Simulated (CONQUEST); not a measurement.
# TePb (Fm-3m) in CONQUEST: notebook

One crystal, TePb, is run at these levels: PBE; tasks: single point.

Everything below comes from runs of CONQUEST 1.3. Logs are shortened: lines on timing, memory, paths and dates and some standing lists are left out, and cuts for length are marked.

**Measured values to compare with.**

A printed reference work, monograph reports, for a bulk crystal of TePb at 4.2 K: band gap 0.19 eV (direct).

The results are compared with them further down.

## (1) The crystal as given

The structure is cubic, space group Fm-3m (No. 225). The conventional cell has a = 6.462 Å, b = 6.462 Å, c = 6.462 Å, α = 90.00°, β = 90.00°, γ = 90.00°. Around Pb (site symmetry m-3m) lie 6 Te at 3.23 Å. Te (site symmetry m-3m) is surrounded by 6 Pb at 3.23 Å.

## (2) Single point, PBE

Conquest_input reads:

```
IO.Title TePb
IO.Coordinates coords.dat
IO.FractionalAtomicCoords T
IO.Iprint 2
IO.Iprint_init 1
General.NumberOfSpecies 2
General.PseudopotentialType hamann
AtomMove.TypeOfRun static
AtomMove.FullStress T
Grid.GridCutoff 120
DM.SolutionMethod diagon
Diag.MPMesh T
Diag.GammaCentred T
Diag.MPMeshX 6
Diag.MPMeshY 6
Diag.MPMeshZ 4
Diag.kT 0.00183747
minE.SCTolerance 1e-6
SC.MaxIters 100
IO.AtomChargeOutput T
%block ChemicalSpeciesLabel
1 207.200 Pb
2 127.600 Te
%endblock
```

coords.dat reads:

```
    8.6347709725     0.0000000000     0.0000000000
    0.0000000000     8.6347709725     0.0000000000
    0.0000000000     0.0000000000    12.2114102173
4
  0.0000000000   0.0000000000   0.0000000000 1 T T T
  0.5000000000   0.5000000000   0.5000000000 1 T T T
  0.0000000000   0.0000000000   0.5000000000 2 T T T
  0.5000000000   0.5000000000   0.0000000000 2 T T T
```

Potentials or basis: PseudoDojo NC PBE, DZP, grid cutoff 120 Ha.

Command:

```console
$ Conquest
```

Standard output:

```text
Simulation cell dimensions:     8.6348 a0 x     8.6348 a0 x    12.2114 a0

      Atomic coordinates (a0)
         Atom         X         Y         Z  Species
            1    0.0000    0.0000    0.0000        1
            2    4.3174    4.3174    6.1057        1
            3    0.0000    0.0000    6.1057        2
            4    4.3174    4.3174    0.0000        2

         Monkhorst-Pack mesh:   6 x   6 x   4 gamma-centred
        This calculation includes non-local pseudopotentials,
         with a maximum core radius of      7.54117217

    Job title: TePb
    Job to be run: static calculation

    Ground state search:
      Support functions represented with PAO basis
      1:1 PAO to SF mapping
      Non-spin-polarised electrons
      Solving for the K matrix using diagonalisation
      Using Fermi-Dirac smearing

    Integration grid size:     48 x   48 x   64

    Integration grid spacing:  0.180 a0 x 0.180 a0 x 0.191 a0

    Number of species:  2
    --------------------------------------------------------
    |   #  mass (au)  Charge (e)  SF Rad (a0)  NSF  Label  |
    --------------------------------------------------------
    |   1    207.200      14.000        7.823   18  Pb     |
    |   2    127.600      16.000        7.251   18  Te     |
    --------------------------------------------------------
          SCF tolerance:                 0.00000100
          SCF iterations:               100

    The functional used will be GGA PBE96

           radial cut-off to be used is taken to be max PAO cut-off radius for this species:    7.541172

           greatest ang. mom. for making density from PAOs:  2

           radial cut-off to be used is taken to be max PAO cut-off radius for this species:    6.952265

           greatest ang. mom. for making density from PAOs:  2
    Minimum blocs/proc is     2304. Maximum blocs/proc is     2304
    set_atom_dens: In set_atomic_density, electrons :      60.000000000000
 matrix_size & matrix_size_padH =           72          72

    Screened ion int: energy:    -262.540266971648 Ha

    new_SC_potl: Starting.  Tolerance:  0.10000E-05

    PulayMixSC: Starting Pulay mixing, A_up =  0.500 A_dn =  0.500
    PulayMixSC: Spin non-polarised calculation.
          Harris-Foulkes Energy            :      -350.511231233289777 Ha
          GroundState Energy (E-(1/2)TS)   :      -350.511231360951911 Ha
          Free Energy (E-TS)               :      -350.511231488613987 Ha
          DFT Total Energy                 :      -350.476385318254302 Ha
          Total number of electrons        :        59.999999999998352
    PulayMixSC: Pulay iteration     1 residual:              0.10273E-02
          Harris-Foulkes Energy            :      -350.495132475076844 Ha
          GroundState Energy (E-(1/2)TS)   :      -350.495132952303948 Ha
          Free Energy (E-TS)               :      -350.495133429530995 Ha
          DFT Total Energy                 :      -350.493683923590311 Ha
          Total number of electrons        :        60.000040286934187
    PulayMixSC: Pulay iteration     2 residual:              0.29251E-03
          Harris-Foulkes Energy            :      -350.494428786476192 Ha
          GroundState Energy (E-(1/2)TS)   :      -350.494429087691060 Ha
          Free Energy (E-TS)               :      -350.494429388905985 Ha
          DFT Total Energy                 :      -350.494363584265614 Ha
          Total number of electrons        :        60.000063718974957
    PulayMixSC: Pulay iteration     3 residual:              0.11367E-03
          Harris-Foulkes Energy            :      -350.494396342569644 Ha
          GroundState Energy (E-(1/2)TS)   :      -350.494396635753105 Ha
          Free Energy (E-TS)               :      -350.494396928936510 Ha
          DFT Total Energy                 :      -350.494398208126995 Ha
          Total number of electrons        :        60.000079710502938
    PulayMixSC: Pulay iteration     4 residual:              0.30165E-04
          Harris-Foulkes Energy            :      -350.494398960763078 Ha
          GroundState Energy (E-(1/2)TS)   :      -350.494399248500486 Ha
          Free Energy (E-TS)               :      -350.494399536237950 Ha
          DFT Total Energy                 :      -350.494399036534332 Ha
          Total number of electrons        :        60.000087168424450
    PulayMixSC: Pulay iteration     5 residual:              0.46760E-05
          Harris-Foulkes Energy            :      -350.494399070585587 Ha
          GroundState Energy (E-(1/2)TS)   :      -350.494399357668897 Ha
          Free Energy (E-TS)               :      -350.494399644752264 Ha
          DFT Total Energy                 :      -350.494399054595874 Ha
          Total number of electrons        :        60.000087545159424
    PulayMixSC: Pulay iteration     6 residual:              0.88370E-06
    PulayMixSC: Reached SCF tolerance of  0.88370E-06 after      6 iterations
      | Number of electrons      =        60.000088
      |* band energy as 2Tr[K.H] =       -52.320059404388502 Ha
      |  screened ion-ion energy =      -262.540266971648464 Ha
      |  Ha correction           =         0.778344334718595 Ha
      |  XC correction           =       -36.412390787623266 Ha
      | GS Energy as E-(1/2)TS   =      -350.494399357668897 Ha
      | Free Energy as E-TS      =      -350.494399644752264 Ha
      |* Harris-Foulkes energy   =      -350.494399070585587 Ha
      |* DFT total energy        =      -350.494399054595874 Ha
      |  estimated accuracy      =        -0.000000015989713 Ha

    force: Forces on atoms (Ha/a0)
    force:  Atom   X              Y              Z
    force:     1  -0.0000000000  -0.0000000000  -0.0000000000
    force:     2  -0.0000000000   0.0000000000   0.0000000000
    force:     3  -0.0000000000  -0.0000000000   0.0000000000
    force:     4  -0.0000000000  -0.0000000000   0.0000000000

    force: Maximum force :        0.00000000(Ha/a0) on atom         3 in z direction
    force: Force Residual:        0.00000000 Ha/a0
    force: Total stress:         -2.25783562     0.00000000     0.00000000 GPa
                             0.00000000    -2.25783562    -0.00000000
                             0.00000000     0.00000000    -2.69855354
    force: Average pressure:      2.40474159 GPa

    force: Finished force
    get_E_and_F: Change in energy during last step of electronic optimisation: -0.10982E-06

    BIBLIOGRAPHY: Please consider citing the following references in the conquest.bib file

    CONQUEST:         Bowler2002pt, Miyazaki2004, Nakata2020
    Basis:            Bowler2019
    DM:               Bowler:2006xr
    Pseudopotentials: Hamann2013, Bowler2019
    XC functional:    Perdew1996
```

Run time: 42 s. Hardware: 1 thread of Intel Xeon Platinum 8488C (Sapphire Rapids), shared host; peak memory 0.83 GiB.

What came out:

* Free energy: -9537.4385 eV
* Pressure: 2.4 GPa
* Band gap on the k mesh: 0.81 eV
* Mulliken charges: Pb +0.42; Te -0.42 e

Caveat: Mulliken charges move with the basis; spin-orbit coupling is left out, which as a rule narrows the gap of such compounds by several tenths of an eV; the basis of atomic orbitals isn't converged, which shifts pressures, moduli and gaps; the real-space grid breaks the cell's symmetry a little.

## (3) Single point, PBE

Conquest_input is that of step 2.

coords.dat is that of step 2.

Potentials or basis: PseudoDojo NC PBE, DZ, grid cutoff 120 Ha.

Command:

```console
$ Conquest
```

Wall time 26 s (1 thread of Intel Xeon Platinum 8488C (Sapphire Rapids), shared host); peak memory 0.61 GiB.

Results (log left out):

* Free energy: -9536.5312 eV
* Pressure: 3.8 GPa
* Band gap on the k mesh: 0.84 eV
* Mulliken charges: Pb +0.43; Te -0.43 e

Levels at points of the mesh, in eV from the valence-band top:
```tsv
k point	band 26	band 27	band 28	band 29	band 30	band 31	band 32	band 33	band 34	band 35
(0.00, 0.00, 0.00)	-2.91	-2.91	-1.41	-1.41	-1.41	4.14	4.14	4.14	5.59	5.59
(0.00, 0.00, 0.50)	-2.24	-2.24	-2.24	-1.47	-1.47	2.66	2.66	4.63	4.63	4.63
(0.00, 0.50, 0.00)	-3.18	-1.15	-1.15	-0.66	-0.66	1.75	1.75	1.89	1.89	5.05
(0.00, 0.50, 0.50)	-0.97	-0.97	-0.97	0.00	0.00	0.84	0.84	1.39	1.39	1.39
(0.50, 0.00, 0.00)	-3.18	-1.15	-1.15	-0.66	-0.66	1.75	1.75	1.89	1.89	5.05
(0.50, 0.00, 0.50)	-0.97	-0.97	-0.97	0.00	0.00	0.84	0.84	1.39	1.39	1.39
(0.50, 0.50, 0.00)	-4.65	-2.91	-2.91	-2.91	-2.91	5.59	5.59	5.59	5.59	6.75
(0.50, 0.50, 0.50)	-3.90	-3.90	-3.90	-0.43	-0.43	1.75	1.75	5.95	5.95	5.95
```

Caveat: the atomic basis is small; Mulliken charges move with the basis; the box holds several primitive cells, so bands are folded and the points are those of the box's own zone; spin-orbit coupling is left out, which as a rule narrows the gap of such compounds by several tenths of an eV; the basis of atomic orbitals isn't converged, which shifts pressures, moduli and gaps; the real-space grid breaks the cell's symmetry a little.

## (4) Single point, PBE

Conquest_input is that of step 3.

coords.dat is that of step 3.

Potentials or basis: PseudoDojo NC PBE, SZP, grid cutoff 120 Ha.

Command:

```console
$ Conquest
```

It took 29 s on 1 thread of Intel Xeon Platinum 8488C (Sapphire Rapids), shared host; peak memory 0.65 GiB.

Results (log left out):

```
Free energy            : -9537.2377 eV
Pressure               : 3.0 GPa
Band gap on the k mesh : 0.91 eV
Mulliken charges       : Pb +0.25; Te -0.25 e
```

Caveat: the atomic basis is small; Mulliken charges move with the basis; spin-orbit coupling is left out, which as a rule narrows the gap of such compounds by several tenths of an eV; the basis of atomic orbitals isn't converged, which shifts pressures, moduli and gaps; the real-space grid breaks the cell's symmetry a little.

## (5) The runs side by side

```csv
potentials or basis,gap on the mesh (eV),pressure (GPa)
"PseudoDojo NC PBE, DZP, grid cutoff 120 Ha",0.81,2.4
"PseudoDojo NC PBE, DZ, grid cutoff 120 Ha",0.84,3.8
"PseudoDojo NC PBE, SZP, grid cutoff 120 Ha",0.91,3.0
```

Alike in all rows: task single point; level PBE; no spin polarisation; cell as given; k mesh 6 × 6 × 4; smearing fermi-dirac 0.05 eV.

Caveats: spin-orbit coupling is left out, which as a rule narrows the gap of such compounds by several tenths of an eV; the basis of atomic orbitals isn't converged, which shifts pressures, moduli and gaps; the real-space grid breaks the cell's symmetry a little; the atomic basis is small (some runs); the box holds several primitive cells, so bands are folded and the points are those of the box's own zone (some runs).

Absolute energies hang on the potentials; compare differences alone.

## (6) Against experiment

Step 2. A measured gap of TePb is 0.19 eV (direct; 4.2 K; a printed reference work, monograph); the calculated 0.81 eV misses it by +0.62 eV. Spin-orbit coupling on Pb, Te is left out. The value is that of PBE in an atomic basis (PseudoDojo NC PBE, DZP, grid cutoff 120 Ha), whose error adds to the functional's, on a finite k mesh, which can miss the band edges, without temperature or zero-point motion.

Step 4. Measured gap of TePb: 0.19 eV (direct; 4.2 K; a printed reference work, monograph). This calculation gives 0.91 eV (+0.72 eV). Spin-orbit coupling on Pb, Te is left out. The value is that of PBE in an atomic basis (PseudoDojo NC PBE, SZP, grid cutoff 120 Ha), whose error adds to the functional's, on a finite k mesh, which can miss the band edges, without temperature or zero-point motion.
